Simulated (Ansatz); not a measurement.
An input for Ansatz 0.2.0 (In3GaP4 (quasi-random alloy, started on the GaP lattice) (P1)):

```yaml
crystal:
  lattice:
    - [-5.7157253596, 5.714119744, -5.7140078984]
    - [5.7178479516, 5.7163494784, 5.7141150407]
    - [5.7116550362, -5.7142268864, -5.7100447173]
  atoms:
    - { symbol: Ga, position: [0.0062605256, -0.0003827223, 0.0016119557] }
    - { symbol: In, position: [0.2475405168, 0.4953287688, 0.2481162535] }
    - { symbol: In, position: [0.4929097767, 0.0002785294, 0.4976180423] }
    - { symbol: In, position: [0.7524999517, 0.5043380545, 0.7522465831] }
    - { symbol: In, position: [0.747904229, 0.2502833834, 0.0026884215] }
    - { symbol: Ga, position: [0.0033113129, 0.7549409378, 0.2519456278] }
    - { symbol: In, position: [0.2479357613, 0.241514029, 0.493241913] }
    - { symbol: In, position: [0.5025710527, 0.7549647822, 0.7528052348] }
    - { symbol: In, position: [0.5029770067, 0.495682782, 0.0026947319] }
    - { symbol: In, position: [0.752318647, 4.07616e-05, 0.2476798655] }
    - { symbol: In, position: [-0.0029368916, 0.5046604498, 0.4975124692] }
    - { symbol: Ga, position: [0.2482105254, 0.0010991294, 0.7513787828] }
    - { symbol: In, position: [0.2475790953, 0.7584510292, 0.0017646202] }
    - { symbol: Ga, position: [0.4933099335, 0.2462363188, 0.2433477134] }
    - { symbol: In, position: [0.7567233559, 0.7499244696, 0.5020830441] }
    - { symbol: In, position: [0.0018808696, 0.2446160743, 0.7523275803] }
    - { symbol: P, position: [-0.00391667, 0.2332733846, 0.0012711274] }
    - { symbol: P, position: [0.2359467667, 0.7466537607, 0.2475467035] }
    - { symbol: P, position: [0.5020533929, 0.2529518826, 0.4868609721] }
    - { symbol: P, position: [0.76550547, 0.7659843909, 0.7639381637] }
    - { symbol: P, position: [0.7664203475, 0.5138906057, 0.0149581098] }
    - { symbol: P, position: [-0.0003356906, -0.0134141436, 0.2344040139] }
    - { symbol: P, position: [0.2491434801, 0.4976657437, 0.5016941961] }
    - { symbol: P, position: [0.4861097048, 0.0030803127, 0.7509972971] }
    - { symbol: P, position: [0.4962308885, 0.7465210875, 0.0008767851] }
    - { symbol: P, position: [0.7350821813, 0.2495840295, 0.2508008487] }
    - { symbol: P, position: [0.0155426831, 0.7667101155, 0.5005053025] }
    - { symbol: P, position: [0.2524553574, 0.2373518121, 0.7479773156] }
    - { symbol: P, position: [0.2489612181, 0.0128211133, -0.0027440568] }
    - { symbol: P, position: [0.5019824434, 0.4893875507, 0.2538494849] }
    - { symbol: P, position: [0.7456223037, -0.0032061036, 0.4975818753] }
    - { symbol: P, position: [0.0022004545, 0.4987676802, 0.7504190218] }
kpoints:
  mp_grid: { grid: [4, 4, 4] }
  band_path:
    path:
      - [[0.0, 0.0, 0.0], [0.5, 0.0, 0.0]]
      - [[0.0, 0.5, 0.0], [0.0, 0.0, 0.0], [0.0, 0.0, 0.5]]
      - [[0.5, 0.5, 0.5], [0.0, 0.0, 0.0]]
    npoints: 10
hamiltonian:
  xc: lda
scf:
  occupations: { method: fermi_dirac, width: 0.02 }
  n_extra_bands: 14
output:
  eigenvalues: true
  write_density: true
  write_potential: true
  elf: true
  volumetric_format: npy
```

```sh
ansatz run input.yaml --threads 2 --pin off --max-ram 92160MiB --backend cuda --events-out ev --progress --plain --runs-dir out --devices 1 --max-vram 13GiB  # rebuilt from the run's record
```

Q: How long will it take on 1 × NVIDIA H100 80GB HBM3 (shared by 6 runs) with 2 threads of AMD EPYC 7R13 (Zen 3), shared host, and how much memory?

It took 20 s; on shared hardware allow 10 s to 41 s. Peak host memory was 2.4 GiB. The sizes that set the cost: 14627 plane waves a state, 36 irreducible k points and 8 SCF cycles.

[Paths, hosts, dates, memory and timing lines, banners, echoed tables and standing remarks are left out of the program output.]

[Logs are printed without paths, hosts, clocks, repeated set-up lines and the standing remarks that a program may print on its own settings, such as how far it seeks lower states.]

[Runs of the session that timed out or met a known fault of the program may be left out.]

[Cells called generated may have been cut or substituted from an entry of the Crystallography Open Database or the Materials Project.]

[Hosts, paths, dates, database ids (printed as entryN), source tags and the programs' standing remarks are cut or masked in the printed files.]
